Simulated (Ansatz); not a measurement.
A run of Ansatz 0.2.0:

File input.yaml:

```yaml
crystal:
  lattice: { a: 5.833, b: 5.833, c: 5.833, alpha: 90.0, beta: 90.0, gamma: 90.0 }
  space_group: 216
  reduce_to_primitive: true
  atoms:
    - { symbol: Cd, wyckoff: "4a", position: [0.0, 0.0, 0.0] }
    - { symbol: S, wyckoff: "4c", position: [0.25, 0.25, 0.25] }
hamiltonian:
  xc: r2scan
  pseudopotentials: { kind: paw, level: accurate }
  dispersion: d4
kpoints:
  mp_grid: { grid: [8, 8, 8] }
scf:
  occupations: { method: fermi_dirac, width: 0.01 }
output:
  forces: true
  stress: true
  eigenvalues: true
  xc_energy_on_converged_density: [lda, pbe, pbesol, rpbe, revpbe, blyp]
  write_density: true
  write_potential: true
  elf: true
  volumetric_format: npy
```

Potentials or basis: Ansatz PAW earlier set.

Command:

```bash
$ ansatz run input.yaml --threads 1 --pin off --max-ram 2560MiB --backend cpu --events-out ev --progress --plain --runs-dir out
```

Hardware: 1 thread of AMD EPYC 9R45 96-Core Processor (Zen 5) (shared host).

Question: Estimate the wall time of this run.

Answer: Wall time 4.9 s on 1 thread of AMD EPYC 9R45 96-Core Processor (Zen 5), on a shared host, peak memory 0.62 GiB. Counts: scf iterations 7, plane waves 1807, k points 29, bands 17.
